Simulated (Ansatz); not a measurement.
# MnO (P6_3mc) in Ansatz: notebook

Aim: see how the results for MnO move with the level of theory and the settings. Levels: LDA, r2SCAN, PBEsol. Tasks: band structure, single point, equation of state.

All numbers are computed with Ansatz 0.2.0; they aren't measurements. Logs are shortened: lines on timing, memory, paths and dates and some standing lists are left out, and cuts for length are marked.

## (1) The structure

The structure is hexagonal, space group P6_3mc (No. 186). Conventional cell: a = 3.372 Å, b = 3.372 Å, c = 5.386 Å, α = 90.00°, β = 90.00°, γ = 120.00°. Mn (site symmetry 3m) is surrounded by 4 O at 1.96 to 2.08 Å. O (site symmetry 3m) has 4 Mn at 1.96 to 2.08 Å as nearest neighbours.

Measurements of this composition are mostly on another form, of space group No. 225.

## (2) Band structure, LDA, collinear spin, ferromagnetic start

File input.yaml:

```yaml
crystal:
  lattice:
    - [3.3717, 0.0, 0.0]
    - [-1.68585, 2.9199778539, 0.0]
    - [0.0, 0.0, 5.3855]
  atoms:
    - { symbol: Mn, position: [0.6666666667, 0.3333333333, 0.51096], spin: 4.0 }
    - { symbol: Mn, position: [0.3333333333, 0.6666666667, 0.01096], spin: 4.0 }
    - { symbol: O, position: [0.6666666667, 0.3333333333, 0.87547] }
    - { symbol: O, position: [0.3333333333, 0.6666666667, 0.37547] }
hamiltonian:
  xc: lda
  pseudopotentials: { kind: paw }
magnetization:
  spin_polarized: true
kpoints:
  mp_grid: { grid: [8, 8, 4] }
  band_path:
    path:
      - [[0.0, 0.0, 0.0], [0.5, 0.0, 0.0], [0.3333333333, 0.3333333333, 0.0], [0.0, 0.0, 0.0], [0.0, 0.0, 0.5], [0.5, 0.0, 0.5], [0.3333333333, 0.3333333333, 0.5], [0.0, 0.0, 0.5]]
      - [[0.5, 0.0, 0.5], [0.5, 0.0, 0.0]]
      - [[0.3333333333, 0.3333333333, 0.0], [0.3333333333, 0.3333333333, 0.5]]
    npoints: 14
scf:
  occupations: { method: fermi_dirac, width: 0.05 }
  n_extra_bands: 10
output:
  forces: true
  stress: true
  eigenvalues: true
  fatbands: true
  write_density: true
  write_potential: true
  elf: true
  volumetric_format: npy
```

Potentials or basis: Ansatz PAW.

The run is started by

```sh
ansatz run input.yaml --threads 2 --pin off --max-ram 5632MiB --backend cpu --events-out ev --progress --plain --runs-dir out
```

The log of the run:

```text
Warning: RAYON_NUM_THREADS=2 ignored (pool sized by the plan → 2); use --threads N
scf.n_extra_bands = 10 over 21 filled bands (N_el = 42.0): the run solves 31 bands
Engine: ansatz 0.2.0, aarch64-unknown-linux-gnu
Pseudopotentials: kind: paw
Pseudopotential: Mn, paw, valence charge 15, recommended cutoff 420 eV (normal), Mn.paw.azcp
Pseudopotential: O, paw, valence charge 6, recommended cutoff 420 eV (normal), O.paw.azcp
Functional definition: SPW92
  exchange = slater_x
  correlation = pw_c
Crystal: 4 atoms, lattice volume = 53.022 Å³
Basis set: ecut = 420 eV, 1085 PW (Γ)
Bands: 31, of which v1, the nominal top of the filled ones, is band 21 counted from 1 (20 counted from 0)
Symmetry: 12 space group operations
Space group: P63mc (ITA 186), of the structure as read, at distance tolerance 3.8e-5 Å
Magnetic group: BNS 186.203 (UNI 1433), of the structure as read, at distance tolerance 3.8e-5 Å
k-points: 30 of 256 (time reversal used)
Non-local potential: Mn, projectors of the file, l = 0: 3, l = 1: 2, l = 2: 3, l = 3: 1
Non-local potential: O, projectors of the file, l = 0: 2, l = 1: 2, l = 2: 1
PAW form: soft (Blöchl's): semilocal exchange-correlation on the pseudo side does not see the compensation charge
PAW frozen core: Mn, regenerated for the run's functional, and the local potential with it (the file was generated under x = pbe(κ = 0.804, μ = 0.2195149727645171), c = pbe(β = 0.06672455060314922))
PAW frozen core: O, regenerated for the run's functional, and the local potential with it (the file was generated under x = pbe(κ = 0.804, μ = 0.2195149727645171), c = pbe(β = 0.06672455060314922))
PAW one-centre angular grid: Mn, 590 points (default); XC on 64 Gauss nodes
PAW one-centre angular grid: O, 110 points (default); XC on 64 Gauss nodes
Initial density: superposition of atomic densities (chi_scale 0.1, normalization cell, long waves kept (reshape's long-wave potential 0.00 eV rms))
Starting moments: Σ|m| = 8 μB on 2 of 4 sites
Initial wavefunctions: pseudopotential atomic-orbital guess
Functional: x = slater, c = lda
SCF iter   1: F=—  HF=-8792.155795 eV  |F-HF|=—  |Δ(HF+E_count)|=         —  Δρ=1.30e-1 (↑1.30e-1 ↓5.58e-2)  dr2=1.03e1  dr2_m=2.10e0  M=9.562 μB ∫|m|=9.562 μB  β_m=0.30  ethr=3.10e-3  ⟨swp⟩=5.1  Hψ=6480  notcnv=0  defer=9
Mixer restart at iter 1: flushing history
preconditioner: auto → Kerker (q_TF=auto, 2.624 Å⁻¹)  [metal: Δε(μ)=0.027 eV  Ē_g=10.168 eV  σ=0.050 eV  W_gap=0.14  n_scr=22 (ndim 8)  ℏωp=26.0 eV  f_vac=0.000  D(μ)=2.88/eV (n_scr^D=22)]
spin=Collinear: Kerker preconditioning applied to the charge; magnetization (m = ρ↑ − ρ↓) channel mixes plain (no charge-response kernel on spin).
SCF iter   2: F=—  HF=-8791.652247 eV  |F-HF|=—  |Δ(HF+E_count)|=   5.04e-1  Δρ=7.56e-2 (↑7.56e-2 ↓3.19e-2)  dr2=2.43e0  dr2_m=1.12e0  M=9.860 μB ∫|m|=9.860 μB  β_m=0.45  ethr=3.10e-3  ⟨swp⟩=3.1  Hψ=4251  notcnv=0  defer=141
SCF iter   3: F=—  HF=-8791.581839 eV  |F-HF|=—  |Δ(HF+E_count)|=   7.04e-2  Δρ=1.76e-2 (↑1.76e-2 ↓1.41e-2)  dr2=4.10e-1  dr2_m=5.12e-2  M=9.853 μB ∫|m|=9.853 μB  β_m=0.53  ethr=3.10e-3  ⟨swp⟩=2.8  Hψ=3370  notcnv=0  defer=139
SCF iter   4: F=—  HF=-8791.519686 eV  |F-HF|=—  |Δ(HF+E_count)|=   6.22e-2  Δρ=6.46e-3 (↑6.46e-3 ↓6.16e-3)  dr2=8.32e-2  dr2_m=3.01e-3  M=9.880 μB ∫|m|=9.880 μB  β_m=0.76  ethr=9.77e-4  ⟨swp⟩=2.1  Hψ=2687  notcnv=0  defer=139
SCF iter   5: F=—  HF=-8791.508480 eV  |F-HF|=—  |Δ(HF+E_count)|=         —  Δρ=5.06e-3 (↑5.06e-3 ↓2.08e-3)  dr2=1.39e-2  dr2_m=2.12e-3  M=9.881 μB ∫|m|=9.881 μB  β_m=0.76  ethr=1.98e-4  ⟨swp⟩=2.9  Hψ=3311  notcnv=0  defer=136
Mixer restart at iter 5: flushing history
SCF iter   6: F=—  HF=-8791.509521 eV  |F-HF|=—  |Δ(HF+E_count)|=   1.04e-3  Δρ=1.94e-3 (↑1.94e-3 ↓9.02e-4)  dr2=2.89e-3  dr2_m=4.44e-4  M=9.896 μB ∫|m|=9.896 μB  β_m=0.70  ethr=3.30e-5  ⟨swp⟩=2.0  Hψ=3586  notcnv=0  defer=136
SCF iter   7: F=—  HF=-8791.508978 eV  |F-HF|=—  |Δ(HF+E_count)|=   5.43e-4  Δρ=9.15e-4 (↑9.15e-4 ↓6.20e-4)  dr2=9.74e-4  dr2_m=5.47e-5  M=9.887 μB ∫|m|=9.887 μB  β_m=0.85  ethr=6.88e-6  ⟨swp⟩=2.0  Hψ=3431  notcnv=0  defer=138
SCF iter   8: F=—  HF=-8791.509310 eV  |F-HF|=—  |Δ(HF+E_count)|=   3.32e-4  Δρ=2.23e-4 (↑2.04e-4 ↓2.23e-4)  dr2=1.43e-4  dr2_m=1.60e-6  M=9.886 μB ∫|m|=9.886 μB  β_m=0.92  ethr=2.32e-6  ⟨swp⟩=2.0  Hψ=2537  notcnv=0  defer=138
SCF iter   9: F=—  HF=-8791.509338 eV  |F-HF|=—  |Δ(HF+E_count)|=   2.82e-5  Δρ=1.59e-4 (↑1.59e-4 ↓6.69e-5)  dr2=1.47e-5  dr2_m=1.76e-6  M=9.885 μB ∫|m|=9.885 μB  β_m=0.95  ethr=3.40e-7  ⟨swp⟩=1.6  Hψ=2134  notcnv=0  defer=138
SCF iter  10: F=—  HF=-8791.509338 eV  |F-HF|=—  |Δ(HF+E_count)|=   6.49e-7  Δρ=3.16e-5 (↑2.27e-5 ↓3.16e-5)  dr2=1.36e-6  dr2_m=2.91e-8  M=9.885 μB ∫|m|=9.885 μB  β_m=0.97  ethr=3.50e-8  ⟨swp⟩=2.5  Hψ=2999  notcnv=0  defer=138
SCF iter  11: F=—  HF=-8791.509338 eV  |F-HF|=—  |Δ(HF+E_count)|=   4.35e-7  Δρ=1.96e-5 (↑1.96e-5 ↓8.35e-6)  dr2=2.14e-7  dr2_m=4.60e-8  M=9.886 μB ∫|m|=9.886 μB  β_m=0.99  ethr=3.23e-9  ⟨swp⟩=2.0  Hψ=2643  notcnv=0  defer=138
SCF iter  12: F=-8791.509338 eV  HF=-8791.509338 eV  |F-HF|=2.30e-8  |Δ(HF+E_count)|=   2.77e-8  Δρ=4.84e-6 (↑3.99e-6 ↓4.84e-6)  dr2=3.50e-8  dr2_m=6.92e-10  M=9.886 μB ∫|m|=9.886 μB  ethr=2.38e-10  ⟨swp⟩=10.1  Hψ=11855  notcnv=0
SCF 1 converged in 12 iterations: F = -8791.509338 eV  dr2 = 3.50e-8
WARN: an SCF from antiferromagnetic starting moments (-4.36, 4.36, 0.00, 0.00 Bohr magnetons, atom by atom) was not made, by what the run has read of turns of its moments that order reads lower: the deck asks for what bars it, or types moments that do (magnetization.spin_polarized, in the input reference, names some of the keys), or the run goes by scf.lower_state_search: light, the default, which as a rule tries one only behind a close that has lost an order of both signs, or on which an open d or half-filled 4f shell of a PAW file has lost a moment that was set nearer to Hund's than to what is left; or, under a Hubbard U, one that names an f shell that the input leaves bare beside given moments, or a larger moment for a shell of low spin that is given one. standard, with a start from the atoms, tries one behind each close (in a relaxation, ahead of its steps or at their end). To set out from that order, type those moments (crystal.atoms[].spin; where shells were raised to Hund's moment, beside crystal.symmetry.detect: false) under scf.lower_state_search: light. The bands of the close that named these starting moments, or of the one ahead of a search that led to it (under cold or Methfessel-Paxton smearing those of the Gaussian ahead of it) read a cost of -847.87 meV for the turn to them, carried on from a small turn (-847.87 by the pairs of d shells alone)
NSCF: frozen V_eff on 129 k-points
SCF converged after 12 iterations
Magnetization: 9.8856 μB (25.9428 up, 16.0572 down)
Absolute magnetization: 9.8856 μB (∫|ρ↑−ρ↓|, with the PAW one-centre terms)
Spin contamination: 0.0123 ħ² per cell (⟨S²⟩ above its minimum at these occupations)
Per-site moments (μB) at R_I (Å): [(3.7821051818207314, 0.8097657995624999), (3.782105181820729, 0.8097657995625), (0.2361434807889445, 0.8097657995624999), (0.23614348078894487, 0.8097657995625)]
Free energy (F): -8791.509338 eV
Harris-Foulkes:  -8791.509338 eV  (|F-HF|=2.30e-8)
Internal energy: -8791.498850 eV  (E = F + TS)
E sigma→0 (E₀):  -8791.504094 eV
Entropy (-TS):   -0.010488 eV (-2.622 meV/atom)
Fermi energy:    10.280805 eV
--- Per-component energies (eV) ---
  E_band       = -621.870039
  E_kinetic    = 944.528859
  E_local      = -5223.818931  (includes V_loc(G=0)·N_el)
  E_nonlocal   = 613.977258
  E_hartree    = 2099.410466
  E_xc         = -363.395514
  E_vxc        = -467.478707  (∫ρ·V_xc dr)
  E_paw        = -2790.993607  (= ΣΔE_a)
  E_vpaw       = -687.905191  (= ΣTr[D̂ρ^β])
  E_aug_tail   = 0.004901  (compensation charges beyond the density's cutoff)
  E_ewald      = -4072.174031
  E_core_change = 0.961749  (= ΣΔE_core)
  E_smearing   = -0.010488  (= −TS)
  E_closure    = 0.000000  (closes the sum)
  Σ components = -8791.509338   (vs F -8791.509338, Δ=0.00e0)
--- Forces (eV/Å), atoms counted from 1 ---
  atom   1  Mn     0.00000000     0.00000000    -0.54286567
  atom   2  Mn    -0.00000000    -0.00000000    -0.54286567
  atom   3  O      0.00000000    -0.00000000     0.54285293
  atom   4  O      0.00000000     0.00000000     0.54285293
  max |Σ_I F_I| component: 2.55e-5 eV/Å
--- Stress (GPa, compression-positive) ---
       -6.998013       0.000000       0.000000
        0.000000      -6.998013       0.000000
        0.000000       0.000000      -0.619597
  P = ⅓ Tr σ = -4.8719 GPa (-48.719 kbar)
--- Band table (eV; the first three rows and the last of 60) ---
  k-point 0 ↑: bands = ["-70.6677", "-70.6644", "-39.7931", "-39.7853", "-39.7853", "-39.7790", "-39.7790", "-39.7536", "-9.5089", "-8.9606", "3.0986", "3.8611", "4.0488", "4.0488", "4.3929", "4.3929", "7.2810", "7.2810", "7.7647", "7.8361", "7.8361", "8.8728", "9.3431", "9.3431", "10.4053", "10.4053", "10.4576", "13.9798", "15.9108", "21.7191", "21.7191"]
  k-point 1 ↑: bands = ["-70.6673", "-70.6649", "-39.7873", "-39.7843", "-39.7843", "-39.7799", "-39.7799", "-39.7594", "-9.4276", "-9.0394", "3.0717", "3.5964", "4.0819", "4.0819", "4.3230", "4.3230", "7.3869", "7.3869", "7.7944", "7.7944", "8.1925", "9.1598", "9.4783", "9.4783", "10.2416", "10.2416", "10.5898", "13.0073", "16.9025", "20.8495", "21.6869"]
  k-point 2 ↑: bands = ["-70.6661", "-70.6661", "-39.7821", "-39.7821", "-39.7821", "-39.7821", "-39.7734", "-39.7734", "-9.2322", "-9.2322", "3.2011", "3.2011", "4.1840", "4.1840", "4.1840", "4.1840", "7.6189", "7.6189", "7.6189", "7.6189", "8.9657", "8.9657", "9.8485", "9.8485", "9.8485", "9.8485", "11.5474", "11.5474", "18.6552", "18.6552", "21.8309"]
  k-point 29 ↓: bands = ["-66.0918", "-66.0918", "-35.3614", "-35.3614", "-35.3433", "-35.3433", "-35.3245", "-35.3245", "-8.3627", "-8.3627", "4.1783", "4.1783", "4.8046", "4.8046", "5.6911", "5.6911", "10.6978", "10.6978", "11.5647", "11.5647", "11.9701", "11.9701", "12.3108", "12.3108", "12.7118", "12.7118", "17.0489", "17.0489", "17.9549", "17.9549", "19.5960"]
```

Wall time 27 s (2 threads of Arm Neoverse V1, shared host); peak memory 0.43 GiB.

Results:

| Quantity | Value |
| --- | --- |
| Free energy | -8791.5093 eV |
| Pressure | -4.9 GPa |
| Largest force | 0.543 eV/Å |
| Band gap on the k mesh | none (metal or under the smearing width) |
| Net moment | 9.89 μB per cell |
| Absolute moment | 9.89 μB per cell |
| Site moments | Mn +3.78; O +0.24 μB |

Forces on the atoms (eV/Å):
```
Mn   0.000  0.000 -0.543
Mn   0.000  0.000 -0.543
O    0.000  0.000  0.543
O    0.000  0.000  0.543
```

Levels at the corners of the path, in eV from the Fermi level:
Spin up:
| point | band 24 | band 25 | band 26 | band 27 | band 28 | band 29 |
| --- | --- | --- | --- | --- | --- | --- |
| Γ | -0.94 | 0.12 | 0.12 | 0.18 | 3.70 | 5.63 |
| M | -1.72 | -0.72 | -0.60 | 3.91 | 4.32 | 5.90 |
| K | -1.36 | -1.15 | -1.15 | 5.52 | 5.77 | 5.83 |
| Γ | -0.94 | 0.12 | 0.12 | 0.18 | 3.70 | 5.63 |
| A | -0.43 | -0.43 | -0.43 | 1.27 | 1.27 | 8.37 |
| L | -1.17 | -1.10 | -1.10 | 3.92 | 3.92 | 6.14 |
| H | -1.81 | -1.04 | -1.04 | 5.53 | 5.53 | 6.19 |
| A | -0.43 | -0.43 | -0.43 | 1.27 | 1.27 | 8.37 |
| L | -1.17 | -1.10 | -1.10 | 3.92 | 3.92 | 6.14 |
| M | -1.72 | -0.72 | -0.60 | 3.91 | 4.32 | 5.90 |
| K | -1.36 | -1.15 | -1.15 | 5.52 | 5.77 | 5.83 |
| H | -1.81 | -1.04 | -1.04 | 5.53 | 5.53 | 6.19 |
Spin down:
```tsv
point	band 12	band 13	band 14	band 15	band 16	band 17	band 18	band 19	band 20	band 21
Γ	-5.10	-4.94	-4.94	-4.72	-4.72	-0.27	0.74	0.74	0.92	1.54
M	-5.97	-5.34	-4.91	-4.84	-4.64	0.19	0.25	1.05	1.32	1.36
K	-5.51	-5.41	-5.41	-5.03	-5.03	0.11	0.48	0.48	0.75	1.60
Γ	-5.10	-4.94	-4.94	-4.72	-4.72	-0.27	0.74	0.74	0.92	1.54
A	-6.01	-4.85	-4.85	-4.85	-4.85	1.23	1.23	1.23	1.23	1.30
L	-6.43	-4.93	-4.93	-4.75	-4.75	0.70	0.70	1.33	1.33	1.50
H	-6.00	-5.61	-5.61	-4.58	-4.58	0.37	0.37	1.29	1.29	1.75
A	-6.01	-4.85	-4.85	-4.85	-4.85	1.23	1.23	1.23	1.23	1.30
L	-6.43	-4.93	-4.93	-4.75	-4.75	0.70	0.70	1.33	1.33	1.50
M	-5.97	-5.34	-4.91	-4.84	-4.64	0.19	0.25	1.05	1.32	1.36
K	-5.51	-5.41	-5.41	-5.03	-5.03	0.11	0.48	0.48	0.75	1.60
H	-6.00	-5.61	-5.61	-4.58	-4.58	0.37	0.37	1.29	1.29	1.75
```

Caveat: the magnetic or orbital state may not be the lowest; the pressure holds a Pulay correction of +0.6 GPa for the finite cutoff; semilocal functionals often make such compounds metallic where correlation or magnetic order opens a gap, which also shifts bond lengths; only a ferromagnetic start was run, and an antiferromagnetic order may lie lower in energy; the PAW data sets come from PBE, with cores solved anew for the run's functional, which leaves a small shift of forces and pressure.

## (3) Band structure, r2SCAN, collinear spin, ferromagnetic start

Changes to input.yaml since step 2:

```diff
@@ -11,3 +11,3 @@
 hamiltonian:
-  xc: lda
+  xc: r2scan
   pseudopotentials: { kind: paw }
@@ -30,6 +30,2 @@
   eigenvalues: true
-  fatbands: true
-  write_density: true
-  write_potential: true
-  elf: true
-  volumetric_format: npy
+  fatbands: false
```

Potentials or basis: Ansatz PAW.

The run is started by

```sh
ansatz run input.yaml --threads 2 --pin off --max-ram 5632MiB --backend cpu --events-out ev --progress --plain --runs-dir out
```

Run time: 43 s. Hardware: 2 threads of Arm Neoverse V1, shared host; peak memory 0.56 GiB.

The run converged. Its results:

* Free energy: -8947.0515 eV
* Pressure: 3.7 GPa
* Largest force: 0.713 eV/Å
* Band gap on the k mesh: 0.11 eV, direct
* Band gap along the path: 0.11 eV, direct
* Net moment: 10.00 μB per cell
* Absolute moment: 10.00 μB per cell
* Site moments: Mn +3.93; O +0.21 μB

Forces in eV/Å, atoms in the order of the input:
```
Mn   0.000  0.000 -0.713
Mn   0.000  0.000 -0.713
O    0.000  0.000  0.713
O    0.000  0.000  0.713
```

Stress tensor (GPa, compression positive):
```
0.91 0.00 0.00
0.00 0.91 0.00
0.00 0.00 9.24
```

Levels at the corners of the path, in eV from the valence-band top:
Spin up:
```csv
point,band 22,band 23,band 24,band 25,band 26,band 27,band 28,band 29,band 30,band 31
Γ,-1.09,-1.09,-1.03,0.00,0.00,0.11,4.37,6.23,12.35,12.35
M,-2.53,-2.17,-1.99,-0.87,-0.74,4.53,4.89,6.43,8.31,9.96
K,-2.09,-2.09,-1.45,-1.36,-1.36,6.11,6.29,6.53,6.53,10.21
Γ,-1.09,-1.09,-1.03,0.00,0.00,0.11,4.37,6.23,12.35,12.35
A,-1.45,-0.56,-0.56,-0.56,-0.56,1.70,1.70,9.21,9.21,12.48
L,-2.48,-1.36,-1.36,-1.25,-1.25,4.49,4.49,6.83,6.83,11.29
H,-2.31,-2.01,-2.01,-1.20,-1.20,6.11,6.11,6.93,6.93,8.11
A,-1.45,-0.56,-0.56,-0.56,-0.56,1.70,1.70,9.21,9.21,12.48
L,-2.48,-1.36,-1.36,-1.25,-1.25,4.49,4.49,6.83,6.83,11.29
M,-2.53,-2.17,-1.99,-0.87,-0.74,4.53,4.89,6.43,8.31,9.96
K,-2.09,-2.09,-1.45,-1.36,-1.36,6.11,6.29,6.53,6.53,10.21
H,-2.31,-2.01,-2.01,-1.20,-1.20,6.11,6.11,6.93,6.93,8.11
```
Spin down:
```csv
point,band 12,band 13,band 14,band 15,band 16,band 17,band 18,band 19,band 20,band 21
Γ,-4.91,-4.75,-4.75,-4.56,-4.56,0.59,2.26,2.26,2.31,3.14
M,-5.83,-5.25,-4.78,-4.67,-4.55,1.47,1.62,2.42,2.83,2.93
K,-5.36,-5.29,-5.29,-4.90,-4.90,1.43,1.91,1.91,2.14,3.00
Γ,-4.91,-4.75,-4.75,-4.56,-4.56,0.59,2.26,2.26,2.31,3.14
A,-5.84,-4.67,-4.67,-4.67,-4.67,2.31,2.31,2.79,2.79,2.79
L,-6.30,-4.79,-4.79,-4.62,-4.62,2.01,2.01,2.81,2.81,3.10
H,-5.86,-5.51,-5.51,-4.44,-4.44,1.72,1.72,2.77,2.77,3.29
A,-5.84,-4.67,-4.67,-4.67,-4.67,2.31,2.31,2.79,2.79,2.79
L,-6.30,-4.79,-4.79,-4.62,-4.62,2.01,2.01,2.81,2.81,3.10
M,-5.83,-5.25,-4.78,-4.67,-4.55,1.47,1.62,2.42,2.83,2.93
K,-5.36,-5.29,-5.29,-4.90,-4.90,1.43,1.91,1.91,2.14,3.00
H,-5.86,-5.51,-5.51,-4.44,-4.44,1.72,1.72,2.77,2.77,3.29
```

Caveat: the magnetic or orbital state may not be the lowest; only a ferromagnetic start was run, and an antiferromagnetic order may lie lower in energy; the PAW data sets come from PBE, with cores solved anew for the run's functional, which leaves a small shift of forces and pressure. r2SCAN opens gaps a little over a GGA but as a rule still falls short of measured ones.

## (4) Single point, PBEsol, collinear spin, ferromagnetic start, 12.46 Å³/atom (volume scaled by 0.94)

File input.yaml:

```yaml
crystal:
  lattice:
    - [3.3028704828, 0.0, 0.0]
    - [-1.6514352414, 2.8603697434, 0.0]
    - [0.0, 0.0, 5.2755609885]
  atoms:
    - { symbol: Mn, position: [0.6666666667, 0.3333333333, 0.51096], spin: 4.0 }
    - { symbol: Mn, position: [0.3333333333, 0.6666666667, 0.01096], spin: 4.0 }
    - { symbol: O, position: [0.6666666667, 0.3333333333, 0.87547] }
    - { symbol: O, position: [0.3333333333, 0.6666666667, 0.37547] }
hamiltonian:
  xc: pbesol
  pseudopotentials: { kind: paw }
magnetization:
  spin_polarized: true
kpoints:
  mp_grid: { grid: [8, 8, 4] }
scf:
  occupations: { method: fermi_dirac, width: 0.05 }
output:
  forces: true
  stress: true
  eigenvalues: true
```

The run is started by

```sh
ansatz run input.yaml --threads 2 --pin off --max-ram 5632MiB --backend cpu --events-out ev --progress --plain --runs-dir out
```

Run time: 8 s. Hardware: 2 threads of Arm Neoverse V1, shared host; peak memory 0.39 GiB.

Results (log left out):

```
Free energy            : -8858.3827 eV
Pressure               : 8.8 GPa
Largest force          : 0.752 eV/Å
Band gap on the k mesh : none (metal or under the smearing width)
Net moment             : 9.84 μB per cell
Absolute moment        : 9.84 μB per cell
Site moments           : Mn +3.71; O +0.23 μB
```

Caveat: the magnetic or orbital state may not be the lowest; the pressure holds a Pulay correction of +0.5 GPa for the finite cutoff; semilocal functionals often make such compounds metallic where correlation or magnetic order opens a gap, which also shifts bond lengths; only a ferromagnetic start was run, and an antiferromagnetic order may lie lower in energy; the PAW data sets come from PBE, with cores solved anew for the run's functional, which leaves a small shift of forces and pressure.

[end of part 1 of 2]
